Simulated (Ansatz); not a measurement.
Write a Python script for Ansatz's Python interface that makes a comparison of functionals at one structure of CuI, space group Cmcm. Settings (first run): BLYP, PAW, the default cutoff (420 eV here), 4×4×6 k-points, fixed occupations. The script varies functional: blyp, lda, r2scan.

Input file `cui.cif`:
```cif
data_CuI
_cell_length_a 5.263906
_cell_length_b 5.263906
_cell_length_c 4.306998
_cell_angle_alpha 90.00000
_cell_angle_beta 90.00000
_cell_angle_gamma 89.66010
_symmetry_space_group_name_H-M 'P 1'
_symmetry_Int_Tables_number 1
loop_
_symmetry_equiv_pos_as_xyz
'x, y, z'
loop_
_atom_site_label
_atom_site_type_symbol
_atom_site_fract_x
_atom_site_fract_y
_atom_site_fract_z
Cu1 Cu    0.420439    0.579561    0.750000
Cu2 Cu    0.579561    0.420439    0.250000
I3 I    0.770043    0.229957    0.750000
I4 I    0.229957    0.770043    0.250000
```

`xc_cui.py`
```python
# -*- coding: utf-8 -*-
"""One structure of CuI under several functionals."""

import csv

import ansatz as az
from ase.io import read

params = {
    "kgrid": (4, 4, 6),
    "filling": "fixed",
}

atoms = read("cui.cif")
structure = az.Crystal.from_ase(atoms)

calculation = (
    structure.calculation()
    .kpoints(*params["kgrid"], center="gamma")  # sampling of the Brillouin zone
    .occupations(params["filling"])  # no smearing
    .band_table()  # levels at the mesh points
)

rows = []
for value in ["blyp", "lda", "r2scan"]:
    report = calculation.functional(value).run().report
    rows.append((value, report["free_energy_ev"] / len(report["lattice"]["sites"]), report["n_iterations"], report["gap_by_band_count_ev"], report["n_kpoints"]))

with open("xc.csv", "w", newline="") as handle:
    writer = csv.writer(handle)
    writer.writerow(["functional", "F/atom (eV)", "iterations", "gap by band count (eV)", "k-points"])
    writer.writerows([round(v, 5) if isinstance(v, float) else v for v in row] for row in rows)
print(open("xc.csv").read())
```

`python xc_cui.py` gives:
```text
DeckWarning: basis.ecutwfc = 420 eV, auto-derived from the records' recommended cutoffs: set by Cu (normal level)
DeckWarning: basis.ecutwfc = 500 eV, auto-derived from the records' recommended cutoffs: set by Cu (their level for a meta-GGA)
functional,F/atom (eV),iterations,gap by band count (eV),k-points
blyp,-7082.58664,8,1.04571,28
lda,-6955.7807,9,0.85973,28
r2scan,-7079.7719,8,1.40432,28
```
(Warnings from the package without file and line.)

Semilocal gaps usually lie well under measured ones. Without a Hubbard U or exact exchange, semilocal functionals often make such 3d compounds metallic or too weakly gapped. This cell is a computed structure, which may not be the phase found in nature. Levels are Kohn-Sham eigenvalues on this mesh, without spin-orbit coupling. Total energies of different functionals can't be compared; pressures, moments and gaps at this one structure can. The whole script took 36 s on 1 thread of Arm Neoverse V1, on a shared host, peak memory 0.73 GiB.
